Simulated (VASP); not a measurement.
Runs of VASP 6.6.1 on GaP. It takes space group F-43m (No. 216, cubic). The conventional cell has a = 5.451 Å, b = 5.451 Å, c = 5.451 Å, α = 90.00°, β = 90.00°, γ = 90.00°. Ga (site symmetry -43m) is surrounded by 4 P at 2.36 Å. Around P (site symmetry -43m) lie 4 Ga at 2.36 Å. 

```tsv
task	level	spin	screening parameter	exchange at q = 0	gap on the mesh (eV)	pressure (GPa)
band structure	HSE06	off	0.2 1/A	-	(a)	0.6
band structure	PBE0	off	-	truncated	2.96	0.3
band structure	HSE03	off	-	-	(b)	0.8
single point	HSE06	SOC, no magnetisation	0.2 1/A	-	-	0.5
```

Alike in all rows: potentials or basis VASP PAW PBE potentials, release 64 (Ga_d, P); cell as given; k mesh 6 × 6 × 6; cutoff (eV) 520; smearing gaussian 0.02 eV.

Task: Fill in the values left out.

Result: (a) 2.31; (b) 2.13.

Caveats: the PAW data sets were made with another functional, which shifts forces and pressure a little.

A k mesh can miss the band edges, and rows without SOC leave out spin-orbit coupling on Ga.
